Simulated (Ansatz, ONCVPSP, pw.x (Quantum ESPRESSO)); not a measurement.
# pw.x on diamond Mo: one setting changed

Potential: optimised norm-conserving Vanderbilt (ONCV), ONCVPSP 4.0.1.1 (patched build), LDA (Perdew-Wang 92); core [Ar] 3d10, reference 4s2 4p6 4d5 5p1; waves: 4s: rc 1.50 bohr, ncon 4, nbas 8, qcut 8.9 1/bohr, 1 projector; 4p+5p: rc 2.35 bohr, ncon 4, nbas 7, qcut 5.7 1/bohr, 2 projectors; 4d: rc 2.15 bohr, ncon 4, nbas 9, qcut 7.6 1/bohr, 2 projectors, debl 1.6 Ha; local part: polynomial inside 1.35 bohr (lpopt 2, dvloc0 -1 Ha); core correction: Teter function, fcfact 3.25, rcfact 1.25.

The reference run (k-mesh 8³, cutoffs 75/300 Ry, Fermi–Dirac 0.01 Ry, mixing_beta 0.4, conv_thr 1e-9, no spin) gives 0.05 GPa at 21.696 Å³/atom, where all-electron LAPW gives -0.29 GPa. This run, with its own iteration cap, changes ecutwfc (ecutrho with it) to 8, a wrong or extreme entry chosen on purpose.

```
&control
  calculation='scf', prefix='x', pseudo_dir='./', outdir='./tmp', tstress=.true., disk_io='none'
/
&system
  ibrav=0, nat=2, ntyp=1, ecutwfc=8, ecutrho=32, nbnd=23,
  occupations='smearing', smearing='fd', degauss=0.01
/
&electrons
  conv_thr=1e-09, mixing_beta=0.4, electron_maxstep=70
/
ATOMIC_SPECIES
Mo 1.0 Mo.UPF
CELL_PARAMETERS angstrom
  0.00000000 2.78907306 2.78907306
  2.78907306 0.00000000 2.78907306
  2.78907306 2.78907306 0.00000000
ATOMIC_POSITIONS crystal
Mo 0.0000 0.0000 0.0000
Mo 0.2500 0.2500 0.2500
K_POINTS automatic
8 8 8 0 0 0
```

```bash
pw.x < Mo.scf.in > Mo.scf.out
```

How does the run end?

It converges in 10 iterations; the free energy moves by +133.95 eV/atom and the pressure by -1042.91 GPa. The result is not a property of the crystal.

```
Message from routine setup:
     using ibrav=0 with symmetry is DISCOURAGED, use correct ibrav instead
     lattice parameter (alat)  =       7.4537  a.u.
     unit-cell volume          =     292.8237 (a.u.)^3
     number of electrons       =        28.00
     number of Kohn-Sham states=           23
     kinetic-energy cutoff     =       8.0000  Ry
     charge density cutoff     =      32.0000  Ry
     scf convergence threshold =      1.0E-09
     Exchange-correlation= SLA  PW   NOGX NOGC
     number of k points=    29  Fermi-Dirac smearing, width (Ry)=  0.0100
     negative rho (up, down):  3.911E-03 0.000E+00
     iteration #  1     ecut=     8.00 Ry     beta= 0.40
     total energy              =    -261.79489684 Ry
     estimated scf accuracy    <       8.52293879 Ry
     iteration #  2     ecut=     8.00 Ry     beta= 0.40
     total energy              =    -261.22194447 Ry
     estimated scf accuracy    <       1.72928909 Ry
     iteration #  3     ecut=     8.00 Ry     beta= 0.40
     total energy              =    -261.28579718 Ry
     estimated scf accuracy    <       0.13880658 Ry
     iteration #  4     ecut=     8.00 Ry     beta= 0.40
     total energy              =    -261.30054587 Ry
     estimated scf accuracy    <       0.00087902 Ry
     iteration #  5     ecut=     8.00 Ry     beta= 0.40
     total energy              =    -261.30066336 Ry
     estimated scf accuracy    <       0.00018578 Ry
     iteration #  6     ecut=     8.00 Ry     beta= 0.40
     total energy              =    -261.30067160 Ry
     estimated scf accuracy    <       0.00000397 Ry
     iteration #  7     ecut=     8.00 Ry     beta= 0.40
     total energy              =    -261.30067179 Ry
     estimated scf accuracy    <       0.00000034 Ry
     iteration #  8     ecut=     8.00 Ry     beta= 0.40
     total energy              =    -261.30067184 Ry
     estimated scf accuracy    <          9.2E-09 Ry
     iteration #  9     ecut=     8.00 Ry     beta= 0.40
     total energy              =    -261.30067184 Ry
     estimated scf accuracy    <          1.2E-09 Ry
     iteration # 10     ecut=     8.00 Ry     beta= 0.40
     the Fermi energy is    17.3332 ev
!    total energy              =    -261.30067184 Ry
     estimated scf accuracy    <          2.8E-11 Ry
     smearing contrib. (-TS)   =      -0.00660387 Ry
     The total energy is F=E-TS. E is the sum of the following terms:
     one-electron contribution =     -63.13549538 Ry
     hartree contribution      =      38.88852278 Ry
     xc contribution           =     -36.72538578 Ry
     ewald contribution        =    -200.32170959 Ry
     convergence has been achieved in  10 iterations
          total   stress  (Ry/bohr**3)                   (kbar)     P=   -10428.60
     Message from routine punch:
     Nothing written, as per user request (disk_io='none')
```

The run took about 1.6 s on one core of a shared host (Neoverse-V1, 32 threads, 247 GiB, load 22).
